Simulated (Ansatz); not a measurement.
All numbers below come from DFT PBE, scalar-relativistic, plane waves, PAW (Ansatz). All cells share a 420 eV cutoff and Γ-centred k meshes spaced at most about 0.3 Å⁻¹ (about 0.25 or finer for metals, 2π included). No spin polarisation.

Temperature and zero-point effects are left out.

Two forms of SnGe4 were relaxed alike.

A.

```yaml
crystal:
  lattice:
    - [3.61143, -1.91465, 0.00000]
    - [3.61143, 1.91465, 0.00000]
    - [-1.79313, 0.00000, 8.10338]
  atoms:
    - { symbol: Sn, position: [0.50000, 0.50000, 0.00000] }
    - { symbol: Ge, position: [0.11448, 0.11448, 0.76700] }
    - { symbol: Ge, position: [0.76758, 0.76758, 0.61788] }
    - { symbol: Ge, position: [0.23242, 0.23242, 0.38212] }
    - { symbol: Ge, position: [0.88552, 0.88552, 0.23300] }
```

B.

```yaml
crystal:
  lattice:
    - [-1.67557, 1.67557, 9.35325]
    - [1.67557, -1.67557, 9.35325]
    - [1.67557, 1.67557, -9.35325]
  atoms:
    - { symbol: Sn, position: [0.50000, 0.50000, 0.00000] }
    - { symbol: Ge, position: [0.88526, 0.88526, 0.00000] }
    - { symbol: Ge, position: [0.29711, 0.29711, 0.00000] }
    - { symbol: Ge, position: [0.70289, 0.70289, 0.00000] }
    - { symbol: Ge, position: [0.11474, 0.11474, 0.00000] }
```

Question: Which is lower in energy, and by how much?

Answer: A is lower, by 94 meV/atom. A has space group C2/m (No. 12), 22.4 Å³/atom and no gap on its mesh; B has Sn and Ge ordered on bcc sites, space group I4/mmm (No. 139), 21.0 Å³/atom and no gap. Counting Ge atoms around Sn (those within 1.25 times the shortest such distance or 1.15 times the sum of covalent radii; a plus sign parts nearer from farther groups; the shortest distance is added where it is long for a bond), A has Sn 6 and B has Sn 8+2 from 3.2 Å. The lower one is the more open, so pressure narrows the difference. Even the lower one lies +0.18 eV/atom against the reference forms of the elements (uncorrected), so neither is stable at this level. In A, around Sn lie 6 Ge at 2.96–3.03 Å; around Ge on its first site lie 3 Ge at 2.54–2.65 Å and 3 Sn at 2.96–3.03 Å; around Ge on its second site lie 5 Ge at 2.54–2.71 Å. In B, Sn has 8 Ge at 3.20 Å, 4 Sn at 3.35 Å and 2 Ge at 3.80 Å; Ge on its first site is surrounded by 4 Ge at 2.89 Å, 4 Sn at 3.20 Å and 5 Ge at 3.35–3.41 Å; around Ge on its second site lie 8 Ge at 2.89–2.95 Å, 5 Ge at 3.35–3.41 Å and 1 Sn at 3.80 Å. Origin: A, invented, then shaken at random and relaxed again; B, invented. Shaken at random and relaxed again, B falls into A, 94 meV/atom lower, so it is a saddle point or a shallow minimum.

Cells without such a test can be saddle points.
